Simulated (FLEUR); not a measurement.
Crystal: SnSe.

```
Sn Se
1.0
    11.42000    0.00000    0.00000
     0.00000    4.19000    0.00000
     0.00000    0.00000    4.46000
Sn Se
4 4
Direct
  0.87700 0.75000 0.90900
  0.62300 0.25000 0.40900
  0.37700 0.75000 0.59100
  0.12300 0.25000 0.09100
  0.64300 0.75000 0.98400
  0.85700 0.25000 0.48400
  0.14300 0.75000 0.51600
  0.35700 0.25000 0.01600
```

Base run:

| Item | Value |
| --- | --- |
| Program | FLEUR MaX-R8.1 (later development tree) |
| Functional | PBEsol |
| Potentials or basis | all-electron |
| Basis | FLAPW |
| Kmax | 4.28 1/bohr |
| k mesh | 3 × 6 × 6 |
| Occupations | fermi-dirac, width 0.05 eV |
| Spin | no spin polarisation |

Its results: band gap on the k mesh 0.48 eV, indirect (least direct gap 0.67 eV).

Task: The run is repeated on the same cell with these changes: functional from PBEsol to PW91. What comes out?

Result: Band gap on the k mesh 0.55 eV, indirect (least direct gap 0.72 eV).

Caveats: spin-orbit coupling is left out, which moves the levels of the heavy elements.

A k mesh can miss the band edges.

Not every run made on this cell is shown here.
